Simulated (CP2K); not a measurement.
# InP (F-43m) in CP2K: reference runs

How does InP come out in PBEsol? The cell is run as given.

All numbers are computed with CP2K 2026.2; they aren't measurements. Logs are shortened: lines on timing, memory, paths and dates and some standing lists are left out, and cuts for length are marked.

**Measured values to compare with.**

A printed reference work, data compilation reports, for a bulk crystal of InP at 1.6 K: band gap 1.4236 eV (direct).

The results are compared with them further down.

### 1 The crystal as given

Symmetry: F-43m, No. 216, cubic system. Conventional cell: a = 5.861 Å, b = 5.861 Å, c = 5.861 Å, α = 90.00°, β = 90.00°, γ = 90.00°. In (site symmetry -43m) has 4 P at 2.54 Å as nearest neighbours. P (site symmetry -43m) has 4 In at 2.54 Å as nearest neighbours.

### 2 Single point, PBEsol

The input, inp_scf.inp:

```
&GLOBAL
  PROJECT inp_scf
  RUN_TYPE ENERGY_FORCE
  PRINT_LEVEL LOW
&END GLOBAL
&FORCE_EVAL
  METHOD QS
  STRESS_TENSOR ANALYTICAL
  &DFT
    BASIS_SET_FILE_NAME BASIS_MOLOPT_UZH
    POTENTIAL_FILE_NAME POTENTIAL_UZH
    &MGRID
      CUTOFF 450
      REL_CUTOFF 60
      NGRIDS 5
    &END MGRID
    &QS
      METHOD GPW
      EPS_DEFAULT 1.0E-10
    &END QS
    &KPOINTS
      SCHEME MONKHORST-PACK 8 8 8
      GAMMA_CENTERED T
      SYMMETRY T
      SYMMETRY_BACKEND SPGLIB
    &END KPOINTS
    &SCF
      SCF_GUESS ATOMIC
      EPS_SCF 1.0E-6
      MAX_SCF 100
      ADDED_MOS 10
      CHOLESKY OFF
      EPS_EIGVAL 1.0E-7
      &DIAGONALIZATION ON
        ALGORITHM STANDARD
      &END DIAGONALIZATION
      &MIXING ON
        METHOD BROYDEN_MIXING
        ALPHA 0.4
        BETA 1.5
        NBUFFER 8
      &END MIXING
      &SMEAR ON
        METHOD FERMI_DIRAC
        ELECTRONIC_TEMPERATURE [K] 580.226
      &END SMEAR
    &END SCF
    &XC
      &XC_FUNCTIONAL
        &GGA_X_PBE_SOL
        &END GGA_X_PBE_SOL
        &GGA_C_PBE_SOL
        &END GGA_C_PBE_SOL
      &END XC_FUNCTIONAL
    &END XC
    &PRINT
      &KPOINTS ON
      &END KPOINTS
      &MULLIKEN ON
      &END MULLIKEN
      &MO ON
        ENERGIES T
        OCCUPATION_NUMBERS T
        &EACH
          QS_SCF 0
        &END EACH
        ADD_LAST NUMERIC
      &END MO
      &LOWDIN ON
      &END LOWDIN
      &HIRSHFELD ON
        SHAPE_FUNCTION DENSITY
      &END HIRSHFELD
      &E_DENSITY_CUBE ON
        STRIDE 1
      &END E_DENSITY_CUBE
      &V_HARTREE_CUBE ON
        STRIDE 1
      &END V_HARTREE_CUBE
      &ELF_CUBE ON
        STRIDE 1
      &END ELF_CUBE
    &END PRINT
  &END DFT
  &SUBSYS
    &CELL
      A 4.1443528445 0.0000000000 0.0000000000
      B 2.0721764223 3.5891148456 0.0000000000
      C 2.0721764223 1.1963716152 3.3838499277
      PERIODIC XYZ
    &END CELL
    &COORD
      SCALED
      In  0.0000000000 0.0000000000 0.0000000000
      P   0.7500000000 0.7500000000 0.7500000000
    &END COORD
    &KIND In
      BASIS_SET TZVP-MOLOPT-PBE-GTH-q13
      POTENTIAL GTH-PBE-q13
    &END KIND
    &KIND P
      BASIS_SET TZVP-MOLOPT-PBE-GTH-q5
      POTENTIAL GTH-PBE-q5
    &END KIND
    &PRINT
      &ATOMIC_COORDINATES ON
      &END ATOMIC_COORDINATES
      &CELL ON
      &END CELL
    &END PRINT
  &END SUBSYS
  &PRINT
    &FORCES ON
    &END FORCES
    &STRESS_TENSOR ON
    &END STRESS_TENSOR
  &END PRINT
&END FORCE_EVAL
```

Potentials or basis: POTENTIAL_UZH In GTH-PBE-q13, P GTH-PBE-q5; TZVP-MOLOPT-PBE-GTH basis.

The run is started by

```console
> OMP_NUM_THREADS=1 cp2k.psmp -i inp_scf.inp -o inp_scf.out
```

inp_scf.out:

```text

 CP2K| version string:                                       CP2K version 2026.2
 CP2K| Input file name                                               inp_scf.inp

 GLOBAL| Force Environment number                                              1
 GLOBAL| Basis set file name                                    BASIS_MOLOPT_UZH
 GLOBAL| Potential file name                                       POTENTIAL_UZH
 GLOBAL| MM Potential file name                                     MM_POTENTIAL
 GLOBAL| Coordinate file name                                      __STD_INPUT__
 GLOBAL| Method name                                                        CP2K
 GLOBAL| Project name                                                    inp_scf
 GLOBAL| Run type                                                   ENERGY_FORCE
 GLOBAL| FFT library                                                       FFTW3
[... 6 lines left out ...]
 GLOBAL| Total number of message passing processes                             1
 GLOBAL| Number of threads for this process                                    1
 GLOBAL| CPU model name                                                  UNKNOWN

 CELL| Volume [angstrom^3]:                                            50.333273
 CELL| Vector a [angstrom]:       4.144     0.000     0.000   |a| =     4.144353
 CELL| Vector b [angstrom]:       2.072     3.589     0.000   |b| =     4.144353
 CELL| Vector c [angstrom]:       2.072     1.196     3.384   |c| =     4.144353
 CELL| Angle (b,c), alpha [degree]:                                    60.000000
 CELL| Angle (a,c), beta  [degree]:                                    60.000000
 CELL| Angle (a,b), gamma [degree]:                                    60.000000
 CELL| Numerically orthorhombic:                                              NO
 CELL| Periodicity                                                           XYZ

 CELL_REF| Volume [angstrom^3]:                                        50.333273
 CELL_REF| Vector a [angstrom     4.144     0.000     0.000   |a| =     4.144353
 CELL_REF| Vector b [angstrom     2.072     3.589     0.000   |b| =     4.144353
 CELL_REF| Vector c [angstrom     2.072     1.196     3.384   |c| =     4.144353
 CELL_REF| Angle (b,c), alpha [degree]:                                60.000000
 CELL_REF| Angle (a,c), beta  [degree]:                                60.000000
 CELL_REF| Angle (a,b), gamma [degree]:                                60.000000
 CELL_REF| Numerically orthorhombic:                                          NO
 CELL_REF| Periodicity                                                       XYZ
[... 9 lines left out ...]
 TOTAL NUMBERS AND MAXIMUM NUMBERS

  Total number of            - Atomic kinds:                                   2
                             - Atoms:                                          2
                             - Shell sets:                                     2
                             - Shells:                                        17
                             - Primitive Cartesian functions:                 10
                             - Cartesian basis functions:                     58
                             - Spherical basis functions:                     51

  Maximum angular momentum of- Orbital basis functions:                        3
                             - Local part of the GTH pseudopotential:          0
                             - Non-local part of the GTH pseudopotential:      4

 MODULE QUICKSTEP: ATOMIC COORDINATES IN ANGSTROM

[... 111 lines left out ...]
  Exchange-correlation energy:                                 -9.01050035841311
  Electronic entropic energy:                                  -0.00000049732264
  Fermi energy:                                                 0.18691114893044

  Total energy:                                               -62.81721186576171
  Total energy (extrapolated to T->0):                        -62.81721161710039

 MO| EIGENVALUES AND OCCUPATION NUMBERS FOR K POINT 1
 MO|
 MO|  Index      Eigenvalue [a.u.]        Eigenvalue [eV]             Occupation
 MO|      1              -0.350604              -9.540409               2.000000
 MO|      2              -0.345434              -9.399736               2.000000
 MO|      3              -0.345434              -9.399736               2.000000
 MO|      4              -0.340477              -9.264864               2.000000
 MO|      5              -0.340477              -9.264864               2.000000
 MO|      6              -0.201162              -5.473903               2.000000
[... 344 lines left out ...]
 MO|     18               0.742899              20.215305               0.000000
 MO|     19               0.784826              21.356193               0.000000
 MO| Sum:                                                              18.000000
 MO| E(Fermi):            0.186911 a.u.          5.086111 eV

 [... the levels of further k-points ...]

 The electron density is written in Cube    file format to the file:

 inp_scf-ELECTRON_DENSITY-1_0.cube

 !-----------------------------------------------------------------------------!
                     Mulliken Population Analysis

 #  Atom  Element  Kind  Atomic population                           Net charge
       1     In       1         12.532947                              0.467053
       2     P        2          5.467053                             -0.467053
 # Total charge                             18.000000                 -0.000000

 !-----------------------------------------------------------------------------!

 !-----------------------------------------------------------------------------!
                           Hirshfeld Charges

  #Atom  Element  Kind  Ref Charge     Population                    Net charge
      1       In     1      13.000         12.791                         0.209
      2       P      2       5.000          5.209                        -0.209

  Total Charge                                                           -0.000
 !-----------------------------------------------------------------------------!

 LOWDIN POPULATION ANALYSIS

 #  Atom  Element  Kind  Atomic population                           Net charge
       1     In       1         13.580115                             -0.580115
       2     P        2          4.419885                              0.580115
 # Total charge                             18.000000                  0.000000

               ----- ELF is computed on the real space grid -----

 ELF is written in Cube    file format to the file:

 inp_scf-ELF_S1-1_0.cube

 ENERGY| Total FORCE_EVAL ( QS ) energy [hartree]            -62.817210469787128

 FORCES| Atomic forces [hartree/bohr]
 FORCES|   Atom     x               y               z               |f|
 FORCES|      1  9.43507068E-10 -4.46730570E-09 -1.29955946E-08   1.37743422E-08
 FORCES|      2 -2.63292965E-10  4.85971196E-09  1.32733460E-08   1.41374622E-08
 FORCES| Sum     6.80214103E-10  3.92406255E-10  2.77751414E-10
 FORCES| Total atomic force                                       8.32958428E-10

 STRESS| Analytical stress tensor [bar]
 STRESS|                        x                   y                   z
 STRESS|      x        1.58950116417E+04  -6.49919181838E-02  -5.16085178667E-02
 STRESS|      y       -6.49919181838E-02   1.58950597250E+04  -1.06340698845E-01
 STRESS|      z       -5.16085178667E-02  -1.06340698845E-01   1.58951051140E+04
 STRESS| 1/3 Trace                                             1.58950588269E+04
 STRESS| Determinant                                           4.01593263023E+12

 STRESS| Eigenvectors and eigenvalues of the analytical stress tensor [bar]
 STRESS|                        1                   2                   3
 STRESS| Eigenvalues   1.58949075327E+04   1.58950777891E+04   1.58951911588E+04
 STRESS|      x           0.623325227675     -0.781945829528      0.005136168666
 STRESS|      y           0.608949070621      0.481279989793     -0.630516138426
 STRESS|      z           0.490557529689      0.396144280673      0.776159145380
```

Run time: 1.9 min. Hardware: 1 thread of Arm Neoverse N1, shared host; peak memory 0.33 GiB.

What came out:

```
Free energy            : -1709.3432 eV
Pressure               : 1.6 GPa
Band gap on the k mesh : 0.59 eV, direct
Mulliken charges       : In +0.47; P -0.47 e
Hirshfeld charges      : In +0.21; P -0.21 e
```

Caveat: Mulliken charges move with the basis; the potentials were made for another functional, which shifts forces and pressure; spin-orbit coupling is left out, which moves the levels of the heavy elements; the basis of atomic orbitals isn't converged, which shifts pressures, moduli and gaps.

### 3 Against experiment

Step 2. Against the measured gap of InP, 1.4236 eV (direct; 1.6 K; a printed reference work, data compilation), the calculated 0.59 eV is off by -0.83 eV. Spin-orbit coupling on In is left out. The value is that of PBEsol in an atomic basis (POTENTIAL_UZH In GTH-PBE-q13, P GTH-PBE-q5; TZVP-MOLOPT-PBE-GTH basis), whose error adds to the functional's,, without temperature or zero-point motion. Semilocal functionals fall short of measured gaps as a rule.
